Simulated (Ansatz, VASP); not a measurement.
## Cu in VASP and in Ansatz

The input INCAR:

```
SYSTEM = Cu
PREC     = Accurate       ! precision mode
ENCUT    = 520            ! plane-wave cutoff, eV
EDIFF    = 1E-6           ! SCF threshold, eV
ISMEAR   = -1             ! smearing method
SIGMA    = 0.1            ! smearing width, eV
LREAL    = .False.        ! projectors in reciprocal space
LASPH    = .True.         ! aspherical terms in the spheres
NELM     = 150            ! most SCF steps
ALGO     = Normal         ! electronic algorithm
ISIF     = 2              ! what is computed and relaxed
LWAVE    = .False.        ! write WAVECAR
LCHARG   = .True.         ! write CHGCAR
LNONCOLLINEAR= .True.         ! non-collinear magnetism
MAGMOM   = 0 0 0 0 0 0    ! initial moments
LORBIT   = 11             ! projections on sites
LSORBIT  = .True.         ! spin-orbit coupling
GGA_COMPAT= .False.      
LORBMOM  = .True.       
LMAXMIX  = 4              ! l up to which the mixer works
LVHAR    = .True.       
NBANDS   = 34             ! bands
```

KPOINTS

```
Automatic mesh
0
Gamma
  11 11 11
  0 0 0
```

File POSCAR:

```
Cu
1.0
    0.0000000000      2.5744468145      2.5744468145
    2.5744468145      0.0000000000      2.5744468145
    2.5744468145      2.5744468145      0.0000000000
Cu
2
Direct
    0.1250000000      0.1250000000      0.1250000000
    0.8750000000      0.8750000000      0.8750000000
```

Input for Ansatz:

```yaml
crystal:
  lattice:
    - [0.0, 2.5744468145, 2.5744468145]
    - [2.5744468145, 0.0, 2.5744468145]
    - [2.5744468145, 2.5744468145, 0.0]
  atoms:
    - { symbol: Cu, position: [0.125, 0.125, 0.125] }
    - { symbol: Cu, position: [0.875, 0.875, 0.875] }
hamiltonian:
  xc: lda
  pseudopotentials:
    kind: paw_fr
    azcp:
      Cu: "pseudopotentials/Cu.paw.azcp"
basis:
  ecutwfc: 420
  fft_grid_basis: typed
kpoints:
  mp_grid: { grid: [11, 11, 11], shift: [0, 0, 0] }
magnetization:
  noncollinear: true
  spin_orbit: true
scf:
  occupations: { method: fermi_dirac, width: 0.1 }
```

Alike in both runs: task single point; functional LDA; k mesh 11 × 11 × 11; occupations fermi-dirac, width 0.1 eV; non-collinear spin, spin-orbit coupling.

|  | VASP | Ansatz |
| --- | --- | --- |
| version | VASP 6.6.1 | Ansatz 0.2.0 |
| potentials or method | VASP PAW LDA potentials, release 64 (Cu) | plane waves (420 eV) with PAW, fully relativistic with spin-orbit coupling |
| plane-wave cutoff (eV) | 520 | 420 |
| valence electrons in the cell | 22 | 38 |

|  | VASP | Ansatz | Ansatz less VASP |
| --- | --- | --- | --- |
| net moment per atom (μB) | 0.00 | 0.00 | 0.000 |

The two sets of potentials don't hold the same shells in valence. Ansatz warned: «pseudo_functional_mismatch».
